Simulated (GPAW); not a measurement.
# BN in GPAW: convergence with k mesh

Input of the first run (k mesh 3 × 3 × 3); the others differ in this setting and in those tied to it:

The input run.py:

```python
from ase.dft.bandgap import bandgap
from ase.io import read, write
from ase.units import GPa
from gpaw import GPAW, PW, setup_paths

setup_paths.insert(0, '.')

atoms = read('POSCAR')

calc = GPAW(mode=PW(800),
            xc='PBE',
            kpts={'size': (3, 3, 3), 'gamma': True},
            occupations={'name': 'fermi-dirac', 'width': 0.05},
            setups={'B': 'jth', 'N': 'jth'},
            nbands=-7,
            convergence={'density': 1e-05, 'energy': 1e-05},
            maxiter=100,
            txt='gpaw.txt')
atoms.calc = calc
energy = atoms.get_potential_energy()
forces = atoms.get_forces()
stress = atoms.get_stress()
calc.write('gs.gpw')
write('result.traj', atoms)
print(f'Energy: {energy:.6f} eV')
print('Forces (eV/A):')
print(forces.round(4))
print('Stress (GPa):', (stress / GPa).round(3))
print('Fermi level:', round(calc.get_fermi_level(), 4), 'eV')
print(f'Gap: {bandgap(calc)[0]:.4f} eV, direct: {bandgap(calc, direct=True)[0]:.4f} eV')
```

POSCAR

```
BN
1.0
    0.0000000000      3.4953158300      2.1660912400
    1.2516321000      0.0000000000      2.1660912400
    1.2516321000      3.4953158300      0.0000000000
N B
1 1
Direct
    0.6666513400      0.6666513400      0.3333486600
    0.0000486500      0.0000486500      0.9999513500
```

Potentials or basis: JTH PAW 2.0, PBE, pw.

Command:

```sh
$ OMP_NUM_THREADS=1 python run.py
```

Measurements of this composition are mostly on another form, of space group No. 194.

Hardware: 1 thread of Arm Neoverse V2 (shared host).

Question: The values tried are 3 × 3 × 3, 4 × 4 × 4, 5 × 5 × 5, 7 × 7 × 7, 8 × 8 × 8, 10 × 10 × 10, 11 × 11 × 11, 14 × 14 × 14, 17 × 17 × 17, loosest first. From which on does the energy stay within 1 meV/atom of the tightest run that finished?

Answer: From 7 × 7 × 7 on.

```tsv
k mesh	energy less the tightest run, at zero smearing (meV/atom)	pressure (GPa)	largest force (eV/Å)	gap on the mesh (eV)	SCF cycles	CPU time (s)	peak memory (GiB)
3 × 3 × 3	52.77	2.32	0.007	4.288	9	4.9	0.15
4 × 4 × 4	8.47	2.30	0.012	4.368	9	8.1	0.15
5 × 5 × 5	3.75	2.47	0.012	4.281	9	11	0.15
7 × 7 × 7	0.10	2.42	0.011	4.165	9	23	0.16
8 × 8 × 8	0.04	2.42	0.010	3.818	9	33	0.17
10 × 10 × 10	0.00	2.42	0.010	3.897	9	57	0.2
11 × 11 × 11	0.00	2.42	0.010	3.859	9	74	0.21
14 × 14 × 14	0.00	2.42	0.010	3.773	9	140	0.28
17 × 17 × 17	0.00	2.42	0.010	3.805	9	240	0.39
```

Against the tightest run, the pressure stays within 0.1 GPa from 5 × 5 × 5 on; the largest force stays within 0.005 eV/Å from 3 × 3 × 3 on. Not settled before the last step: the gap on the mesh (to 0.01 eV). Meshes of other sizes hit other points, so gaps and Fermi surfaces needn't settle smoothly. The tightest run that finished is the yardstick and may itself not be fully converged.

Caveat, for the tightest run too: the program truncates these outside data sets; an odd mesh through Γ misses points on the zone boundary, where band edges often lie; the program warned that so skewed a cell can give wrong results.
